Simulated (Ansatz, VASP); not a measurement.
Two plane-wave programs on PtSe

```
Pt Se
1.0
     0.00000    2.50247    2.50247
     2.50247    0.00000    2.50247
     2.50247    2.50247    0.00000
Pt Se
1 1
Direct
  0.00000 0.00000 0.00000
  0.50000 0.50000 0.50000
```

Alike in both runs: task relaxation of cell and atoms; functional PBE; k mesh 11 × 11 × 11; occupations fermi-dirac, width 0.03 eV; no spin polarisation.

|  | VASP | Ansatz |
| --- | --- | --- |
| version | VASP 6.6.1 | Ansatz 0.2.0 |
| potentials or method | VASP PAW PBE potentials, release 64 (Pt, Se) | PAW with Ansatz's default frozen-core files, scalar-relativistic |
| plane-wave cutoff (eV) | 600 | 420 |
| valence electrons in the cell | 16 | 34 |

```tsv
	VASP	Ansatz	Ansatz less VASP
relaxed volume (Å³/atom)	18.48	18.48	+0.008
relaxed cell length with the largest relative difference (Å)	3.739	3.739	+0.0005
energy change over the relaxation (meV/atom)	-246	-246	+0.6
```

The two sets of potentials don't hold the same shells in valence.

Caveats: the volume moved by over 15 % at a fixed basis, so the end points are rough. The runs have no spin-orbit coupling, so splittings on Pt are missing.
